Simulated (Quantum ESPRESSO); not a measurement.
# SnTe (Fm-3m) in Quantum ESPRESSO: a series of runs

One crystal, SnTe, is run at these levels: PBEsol; tasks: single point, equation of state.

Program: Quantum ESPRESSO 7.5. These are calculated values, not measurements. Logs are shortened: lines on timing, memory, paths and dates and some standing lists are left out, and cuts for length are marked.

## (1) Starting point

It takes space group Fm-3m (No. 225, cubic). The conventional cell has a = 6.302 Å, b = 6.302 Å, c = 6.302 Å, α = 90.00°, β = 90.00°, γ = 90.00°. Te (site symmetry m-3m) is surrounded by 6 Sn at 3.15 Å. Sn (site symmetry m-3m) has 6 Te at 3.15 Å as nearest neighbours.

## (2) Single point, PBEsol, 29.40 Å³/atom

File pw.in:

```
&CONTROL
  calculation = 'scf'
  prefix = 'pwscf'
  outdir = './tmp'
  pseudo_dir = './pseudo'
  tprnfor = .true.
  tstress = .true.
  disk_io = 'nowf'
/
&SYSTEM
  ibrav = 0
  nat = 2
  ntyp = 2
  ecutwfc = 80
  nbnd = 22
  occupations = 'smearing'
  smearing = 'fd'
  degauss = 0.00367493
/
&ELECTRONS
  conv_thr = 4d-10
  electron_maxstep = 120
  mixing_beta = 0.5
/
ATOMIC_SPECIES
Te   127.6000 Te.upf
Sn   118.7100 Sn.upf
CELL_PARAMETERS angstrom
   0.0000000000    3.0865288906    3.0865288906
   3.0865288906    0.0000000000    3.0865288906
   3.0865288906    3.0865288906    0.0000000000
ATOMIC_POSITIONS crystal
Te     0.5000000000    0.5000000000    0.5000000000
Sn     0.0000000000    0.0000000000    0.0000000000
K_POINTS automatic
7 7 7 0 0 0
```

Potentials or basis: PseudoDojo 0.4.1 SR PBEsol standard.

Launch:

```bash
OMP_NUM_THREADS=1 pw.x -in pw.in > pw.out
```

pw.out:

```text
This program is part of the open-source Quantum ESPRESSO suite
     for quantum simulation of materials; please cite
[... 9 lines left out ...]
     --------------------
     sticks:   dense  smooth     PW     G-vecs:    dense   smooth      PW
     Sum        1507    1507    433                38421    38421    5961

     Using Slab Decomposition

     bravais-lattice index     =            0
     lattice parameter (alat)  =       8.2487  a.u.
     unit-cell volume          =     396.8603 (a.u.)^3
     number of atoms/cell      =            2
     number of atomic types    =            2
     number of electrons       =        30.00
     number of Kohn-Sham states=           22
     kinetic-energy cutoff     =      80.0000  Ry
     charge density cutoff     =     320.0000  Ry
     scf convergence threshold =      4.0E-10
     mixing beta               =       0.5000
     number of iterations used =            8  plain     mixing
     Exchange-correlation= PBESOL
                           (   1   4  10   8   0   0   0)

     celldm(1)=   8.248675  celldm(2)=   0.000000  celldm(3)=   0.000000
     celldm(4)=   0.000000  celldm(5)=   0.000000  celldm(6)=   0.000000

     crystal axes: (cart. coord. in units of alat)
               a(1) = (   0.000000   0.707107   0.707107 )
               a(2) = (   0.707107   0.000000   0.707107 )
               a(3) = (   0.707107   0.707107   0.000000 )

     reciprocal axes: (cart. coord. in units 2 pi/alat)
               b(1) = ( -0.707107  0.707107  0.707107 )
               b(2) = (  0.707107 -0.707107  0.707107 )
               b(3) = (  0.707107  0.707107 -0.707107 )

     PseudoPot. # 1 for Te read from file:
     Te.upf
     Pseudo is Norm-conserving + core correction, Zval = 16.0
     Generated using ONCVPSP code by D. R. Hamann
     Using radial grid of 1294 points,  6 beta functions with:
                l(1) =   0
                l(2) =   0
                l(3) =   1
                l(4) =   1
                l(5) =   2
                l(6) =   2

     PseudoPot. # 2 for Sn read from file:
     Sn.upf
     Pseudo is Norm-conserving + core correction, Zval = 14.0
     Generated using ONCVPSP code by D. R. Hamann
     Using radial grid of 1628 points,  6 beta functions with:
                l(1) =   0
                l(2) =   0
                l(3) =   1
                l(4) =   1
                l(5) =   2
                l(6) =   2

     atomic species   valence    mass     pseudopotential
     Te               16.00   127.60000     Te( 1.00)
     Sn               14.00   118.71000     Sn( 1.00)

     48 Sym. Ops., with inversion, found

   Cartesian axes

     site n.     atom                  positions (alat units)
         1        Te     tau(   1) = (   0.7071068   0.7071068   0.7071068  )
         2        Sn     tau(   2) = (   0.0000000   0.0000000   0.0000000  )

     number of k points=    20  Fermi-Dirac smearing, width (Ry)=  0.0037
                       cart. coord. in units 2pi/alat
        k(    1) = (   0.0000000   0.0000000   0.0000000), wk =   0.0058309
        k(    2) = (   0.1010153   0.1010153  -0.1010153), wk =   0.0466472
        k(    3) = (   0.2020305   0.2020305  -0.2020305), wk =   0.0466472
        k(    4) = (   0.3030458   0.3030458  -0.3030458), wk =   0.0466472
        k(    5) = (   0.2020305  -0.0000000   0.0000000), wk =   0.0349854
        k(    6) = (   0.3030458   0.1010153  -0.1010153), wk =   0.1399417
[... 12 lines left out ...]
        k(   19) = (  -0.1010153  -0.5050763   0.7071068), wk =   0.1399417
        k(   20) = (   0.0000000  -0.4040610   0.6060915), wk =   0.1399417

     Dense  grid:    38421 G-vectors     FFT dimensions: (  48,  48,  48)

     Initial potential from superposition of free atoms

     starting charge      29.9984, renormalised to      30.0000
     Starting wfcs are   18 randomized atomic wfcs +    4 random wfcs

     Self-consistent Calculation

     iteration #  1     ecut=    80.00 Ry     beta= 0.50
     Davidson diagonalization with overlap
     ethr =  1.00E-02,  avg # of iterations =  4.5

     Threshold (ethr) on eigenvalues was too large:
     Diagonalizing with lowered threshold

     Davidson diagonalization with overlap
     ethr =  3.64E-05,  avg # of iterations =  6.2

     total energy              =    -366.65762335 Ry
     estimated scf accuracy    <       0.01090676 Ry

     iteration #  2     ecut=    80.00 Ry     beta= 0.50
     Davidson diagonalization with overlap
     ethr =  3.64E-05,  avg # of iterations =  2.0
[... 36 lines left out ...]
     total energy              =    -366.65951947 Ry
     estimated scf accuracy    <          1.6E-09 Ry

     iteration #  8     ecut=    80.00 Ry     beta= 0.50
     Davidson diagonalization with overlap
     ethr =  5.17E-12,  avg # of iterations =  2.0

     End of self-consistent calculation

          k = 0.0000 0.0000 0.0000 (  4813 PWs)   bands (ev):

   -26.4351 -26.4351 -26.4299 -26.4299 -26.4299 -11.0629 -11.0629 -11.0541
   -11.0541 -11.0541  -2.5136   6.3218   8.4956   8.4956   8.4956  14.2935
    14.2935  14.2935  15.4282  15.4282  15.4282  17.4444

          k = 0.1010 0.1010-0.1010 (  4813 PWs)   bands (ev):

   -26.4350 -26.4350 -26.4298 -26.4297 -26.4297 -11.0643 -11.0643 -11.0537
   -11.0526 -11.0526  -2.3260   5.2378   8.5241   8.5241   9.2542  13.3598
    13.3598  13.4234  15.3842  15.8811  15.8811  18.9341
[... 79 lines left out ...]
          k =-0.0000-0.6061 0.6061 (  4816 PWs)   bands (ev):

   -26.4355 -26.4343 -26.4302 -26.4283 -26.4282 -11.0869 -11.0589 -11.0575
   -11.0411 -11.0404  -0.6740   3.7131   4.8827   6.9172   7.2468  13.2212
    15.1218  15.4569  17.2642  20.2321  20.5472  21.3415

          k = 0.4041 0.2020 0.0000 (  4774 PWs)   bands (ev):

   -26.4351 -26.4346 -26.4298 -26.4289 -26.4288 -11.0759 -11.0637 -11.0544
   -11.0460 -11.0458  -1.3946   3.4339   6.7973   7.8065   9.0792  12.4133
    13.3932  14.1912  15.5354  18.4411  19.3949  20.2392

          k =-0.2020-0.4041 0.6061 (  4798 PWs)   bands (ev):

   -26.4351 -26.4346 -26.4294 -26.4290 -26.4286 -11.0772 -11.0664 -11.0514
   -11.0472 -11.0430  -0.8928   2.7406   6.4108   6.9572   9.7179  11.4829
    14.1936  14.9414  16.0337  17.9106  19.7720  21.1623
[... 7 lines left out ...]
          k = 0.0000-0.4041 0.6061 (  4803 PWs)   bands (ev):

   -26.4352 -26.4344 -26.4295 -26.4290 -26.4283 -11.0807 -11.0644 -11.0515
   -11.0477 -11.0406  -0.6446   3.0461   5.4184   6.2124   9.5222  12.0066
    14.9390  15.9357  16.2286  17.4900  20.8573  21.6778

     the Fermi energy is    10.8389 ev

!    total energy              =    -366.65951947 Ry
     estimated scf accuracy    <          7.4E-11 Ry
     smearing contrib. (-TS)   =      -0.00000794 Ry
     internal energy E=F+TS    =    -366.65951153 Ry

     The total energy is F=E-TS. E is the sum of the following terms:
     one-electron contribution =    -140.79892630 Ry
     hartree contribution      =      86.07636601 Ry
     xc contribution           =     -92.43650535 Ry
     ewald contribution        =    -219.50044589 Ry

     convergence has been achieved in   8 iterations

     Forces acting on atoms (cartesian axes, Ry/au):

     atom    1 type  1   force =    -0.00000000   -0.00000000    0.00000000
     atom    2 type  2   force =     0.00000000   -0.00000000    0.00000000

     Total force =     0.000000     Total SCF correction =     0.000000

     Computing stress (Cartesian axis) and pressure

          total   stress  (Ry/bohr**3)                   (kbar)     P=       29.18
   0.00019835   0.00000000   0.00000000           29.18        0.00        0.00
   0.00000000   0.00019835   0.00000000            0.00       29.18        0.00
   0.00000000   0.00000000   0.00019835            0.00        0.00       29.18

=------------------------------------------------------------------------------=
   JOB DONE.
=------------------------------------------------------------------------------=
```

Run time: 32 s. Hardware: 1 thread of Arm Neoverse V1, shared host; peak memory 0.09 GiB.

What came out:

```yaml
Free_energy: -4988.6569 eV
Pressure: 2.9 GPa
```

Caveat: this odd mesh misses L, where the gap lies, so gap, dielectric constants and Born charges aren't listed.

## (3) Single point, PBEsol, 30.03 Å³/atom

Changes to pw.in since step 2:

```diff
@@ -28,5 +28,5 @@
 CELL_PARAMETERS angstrom
-   0.0000000000    3.0865288906    3.0865288906
-   3.0865288906    0.0000000000    3.0865288906
-   3.0865288906    3.0865288906    0.0000000000
+   0.0000000000    3.1082657258    3.1082657258
+   3.1082657258    0.0000000000    3.1082657258
+   3.1082657258    3.1082657258    0.0000000000
 ATOMIC_POSITIONS crystal
```

Potentials or basis: PseudoDojo 0.4.1 SR PBEsol standard.

Launch:

```bash
OMP_NUM_THREADS=1 pw.x -in pw.in > pw.out
```

Run time: 32 s. Hardware: 1 thread of Arm Neoverse V1, shared host; peak memory 0.09 GiB.

The run converged. Its results:

```
Free energy : -4988.6750 eV
Pressure    : 1.7 GPa
```

Caveat: this odd mesh misses L, where the gap lies, so gap, dielectric constants and Born charges aren't listed.

## (4) Single point, PBEsol, 30.66 Å³/atom

Changes to pw.in since step 3:

```diff
@@ -28,5 +28,5 @@
 CELL_PARAMETERS angstrom
-   0.0000000000    3.1082657258    3.1082657258
-   3.1082657258    0.0000000000    3.1082657258
-   3.1082657258    3.1082657258    0.0000000000
+   0.0000000000    3.1297027185    3.1297027185
+   3.1297027185    0.0000000000    3.1297027185
+   3.1297027185    3.1297027185    0.0000000000
 ATOMIC_POSITIONS crystal
```

Launch:

```bash
OMP_NUM_THREADS=1 pw.x -in pw.in > pw.out
```

It took 33 s on 1 thread of Arm Neoverse V1, shared host; peak memory 0.1 GiB.

Results (log left out):

```
Free energy : -4988.6842 eV
Pressure    : 0.6 GPa
```

Caveat: this odd mesh misses L, where the gap lies, so gap, dielectric constants and Born charges aren't listed.

## (5) Single point, PBEsol, 31.28 Å³/atom

Changes to pw.in since step 4:

```diff
@@ -28,5 +28,5 @@
 CELL_PARAMETERS angstrom
-   0.0000000000    3.1297027185    3.1297027185
-   3.1297027185    0.0000000000    3.1297027185
-   3.1297027185    3.1297027185    0.0000000000
+   0.0000000000    3.1508500000    3.1508500000
+   3.1508500000    0.0000000000    3.1508500000
+   3.1508500000    3.1508500000    0.0000000000
 ATOMIC_POSITIONS crystal
```

Launch:

```bash
OMP_NUM_THREADS=1 pw.x -in pw.in > pw.out
```

It took 33 s on 1 thread of Arm Neoverse V1, shared host; peak memory 0.1 GiB.

Results (log left out):

| Property | Result |
| --- | --- |
| Free energy | -4988.6855 eV |
| Pressure | -0.3 GPa |

Caveat: this odd mesh misses L, where the gap lies, so gap, dielectric constants and Born charges aren't listed.

## (6) Single point, PBEsol, 31.91 Å³/atom

Changes to pw.in since step 5:

```diff
@@ -28,5 +28,5 @@
 CELL_PARAMETERS angstrom
-   0.0000000000    3.1508500000    3.1508500000
-   3.1508500000    0.0000000000    3.1508500000
-   3.1508500000    3.1508500000    0.0000000000
+   0.0000000000    3.1717171644    3.1717171644
+   3.1717171644    0.0000000000    3.1717171644
+   3.1717171644    3.1717171644    0.0000000000
 ATOMIC_POSITIONS crystal
```

Potentials or basis: PseudoDojo 0.4.1 SR PBEsol standard.

Launch:

```bash
OMP_NUM_THREADS=1 pw.x -in pw.in > pw.out
```

Run time: 39 s. Hardware: 1 thread of Arm Neoverse V1, shared host; peak memory 0.12 GiB.

The run converged. Its results:

```yaml
Free_energy: -4988.6796 eV
Pressure: -1.2 GPa
```

Caveat: this odd mesh misses L, where the gap lies, so gap, dielectric constants and Born charges aren't listed.

## (7) Single point, PBEsol, 32.53 Å³/atom

Changes to pw.in since step 6:

```diff
@@ -28,5 +28,5 @@
 CELL_PARAMETERS angstrom
-   0.0000000000    3.1717171644    3.1717171644
-   3.1717171644    0.0000000000    3.1717171644
-   3.1717171644    3.1717171644    0.0000000000
+   0.0000000000    3.1923133075    3.1923133075
+   3.1923133075    0.0000000000    3.1923133075
+   3.1923133075    3.1923133075    0.0000000000
 ATOMIC_POSITIONS crystal
```

Launch:

```bash
OMP_NUM_THREADS=1 pw.x -in pw.in > pw.out
```

Wall time 40 s (1 thread of Arm Neoverse V1, shared host); peak memory 0.1 GiB.

The run converged. Its results:

- Free energy: -4988.6673 eV
- Pressure: -2.0 GPa

Caveat: this odd mesh misses L, where the gap lies, so gap, dielectric constants and Born charges aren't listed.

## (8) Single point, PBEsol, 33.16 Å³/atom

Changes to pw.in since step 7:

```diff
@@ -28,5 +28,5 @@
 CELL_PARAMETERS angstrom
-   0.0000000000    3.1923133075    3.1923133075
-   3.1923133075    0.0000000000    3.1923133075
-   3.1923133075    3.1923133075    0.0000000000
+   0.0000000000    3.2126470615    3.2126470615
+   3.2126470615    0.0000000000    3.2126470615
+   3.2126470615    3.2126470615    0.0000000000
 ATOMIC_POSITIONS crystal
```

Launch:

```bash
OMP_NUM_THREADS=1 pw.x -in pw.in > pw.out
```

It took 40 s on 1 thread of Arm Neoverse V1, shared host; peak memory 0.11 GiB.

The run converged. Its results:

```yaml
Free_energy: -4988.6494 eV
Pressure: -2.7 GPa
```

Caveat: this odd mesh misses L, where the gap lies, so gap, dielectric constants and Born charges aren't listed.

## (9) Equation of state, PBEsol

Potentials or basis: PseudoDojo 0.4.1 SR PBEsol standard.

This step only gathers the single runs of the series.

What came out:

```
Equilibrium volume                      : 31.07 Å³/atom
Bulk modulus                            : 47 GPa
Pressure derivative of the bulk modulus : 4.5
```

Energy against volume, from the lowest point:
```tsv
volume (Å³/atom)	energy (meV/atom)
29.404	14.29
30.030	5.23
30.656	0.62
31.281	0.00
31.907	2.93
32.532	9.06
33.158	18.05
```

Caveat: this odd mesh misses L, where the gap lies, so gap, dielectric constants and Born charges aren't listed.
